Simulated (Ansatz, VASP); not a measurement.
Given: the input of a run of Ansatz 0.2.0 on PbO (Litharge).

The input input.yaml:

```yaml
crystal:
  lattice:
    - [4.0164246111, 0.0, 0.0]
    - [0.0, 4.0164246111, 0.0]
    - [0.0, 0.0, 5.0431797749]
  atoms:
    - { symbol: Pb, position: [0.5, 0.0, 0.76] }
    - { symbol: Pb, position: [0.0, 0.5, 0.24] }
    - { symbol: O, position: [0.5, 0.5, 0.0] }
    - { symbol: O, position: [0.0, 0.0, 0.0] }
hamiltonian:
  xc: pbe
  pseudopotentials: { kind: paw }
kpoints:
  mp_grid: { grid: [7, 7, 6] }
scf:
  occupations: { method: fermi_dirac, width: 0.05 }
output:
  forces: true
  stress: true
  eigenvalues: true
```

Potentials or basis: Ansatz PAW.

Run with:

```sh
$ ansatz run input.yaml --threads 1 --pin off --max-ram 3584MiB --backend cpu --events-out ev --progress --plain --runs-dir out
```

Translate it to VASP 6.6.1. Potentials there: VASP PAW PBE potentials, release 64 (Pb_d, O).

As run (the cutoff follows the program's own potentials):

INCAR

```
SYSTEM = PbO
ALGO = Normal
EDIFF = 1E-7
ENCUT = 520
GGA = PE
ISIF = 2
ISMEAR = -1
LASPH = .TRUE.
LCHARG = .FALSE.
LREAL = .FALSE.
LWAVE = .FALSE.
NBANDS = 28
NELM = 60
PREC = Accurate
SIGMA = 0.05
```

The input KPOINTS:

```
k-points
0
G
  7 7 6
  0 0 0
```

Contents of POSCAR:

```
PbO
1.0
    4.0164246111      0.0000000000      0.0000000000
    0.0000000000      4.0164246111      0.0000000000
    0.0000000000      0.0000000000      5.0431797749
Pb O
2 2
Direct
    0.5000000000      0.0000000000      0.7600000000
    0.0000000000      0.5000000000      0.2400000000
    0.5000000000      0.5000000000      0.0000000000
    0.0000000000      0.0000000000      0.0000000000
```

Potentials or basis: VASP PAW PBE potentials, release 64 (Pb_d, O).

Launch:

```console
$ cat potpaw_PBE.64/Pb_d/POTCAR potpaw_PBE.64/O/POTCAR > POTCAR
$ mpirun -np 1 vasp_std > vasp.out
```

Both were run:

|  | VASP | Ansatz | Ansatz less VASP |
| --- | --- | --- | --- |
| gap on the k mesh at the Fermi level (eV) | 1.45 | 1.44 | -0.007 |
| least direct gap on the mesh (eV) | 2.33 | 2.33 | -0.001 |
| pressure (GPa) | 1.4 | 1.3 | -0.06 |
| largest component of the traceless stress (GPa) | 0.61 | 0.59 | -0.016 |
| rms of the force components (eV/Å) | 0.091 | 0.106 | +0.0149 |

Atom by atom the forces differ by 0.015 eV/Å (rms over components).

Caveats: spin-orbit coupling is left out, which as a rule narrows the gap of such compounds by several tenths of an eV; an odd mesh through Γ misses points on the zone boundary, where band edges often lie (VASP); odd divisions of the mesh miss points on the zone boundary, where band edges often lie, so the gap on the mesh can be too wide (Ansatz); the pressure holds a Pulay correction of +0.3 GPa for the finite cutoff (Ansatz).
